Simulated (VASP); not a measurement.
Nb:

```xyz
1
Lattice="0.0000 2.1150 2.1150 2.1150 0.0000 2.1150 2.1150 2.1150 0.0000" Properties=species:S:1:pos:R:3 pbc="T T T"
Nb    0.0000    0.0000    0.0000
```

This isn't the form of Nb at room conditions, which is bcc.

Base run:

- Program: VASP 6.6.1
- Functional: PBEsol
- Potentials or basis: VASP PAW PBE potentials, release 54 (Nb_sv)
- Cutoff: 520 eV
- k mesh: 11 × 11 × 11
- Occupations: gaussian, width 0.02 eV
- Spin: no spin polarisation

Its results: band gap on the k mesh none (metal or under the smearing width); pressure -7.7 GPa.

**Question.** The run is repeated on the same cell with these changes: functional from PBEsol to PBE; further incar settings from ALGO = Fast; EDIFF = 1e-07 to ALGO = Normal; EDIFF = 1e-07; NBANDS = 12. What comes out?

**Answer.** Band gap on the k mesh none (metal or under the smearing width); pressure -2.3 GPa.

Caveats: the PAW data sets were made with another functional, which shifts forces and pressure a little (some runs).
